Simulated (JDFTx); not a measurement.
**CdSe: equation of state with PBEsol**

Crystal: CdSe.

```
Cd Se
1.0
     0.00000    3.07027    3.07027
     3.07027    0.00000    3.07027
     3.07027    3.07027    0.00000
Cd Se
1 1
Direct
  0.00000 0.00000 0.00000
  0.25000 0.25000 0.25000
```

Measurements of this composition are mostly on another form, of space group No. 186.

```
Program             : JDFTx 1.7.0 (patched build)
Task                : equation of state
Functional          : PBEsol
Potentials or basis : PseudoDojo-SR-PBEsol-0.4.1-standard with smoothed tails
Cutoff              : 1388 eV
Density cutoff      : 11102 eV
k mesh              : 6 × 6 × 6
Occupations         : fermi-dirac, width 0.05 eV
Spin                : no spin polarisation
```

```yaml
Equilibrium_volume: 28.15 Å³/atom
Bulk_modulus: 52 GPa
Pressure_derivative_of_the_bulk_modulus: 4.7
```

Energy against volume, from the lowest point:
```tsv
volume (Å³/atom)	energy (meV/atom)
27.206	5.17
27.784	0.50
28.363	0.00
28.942	3.19
29.521	9.68
30.100	19.10
30.679	31.12
```
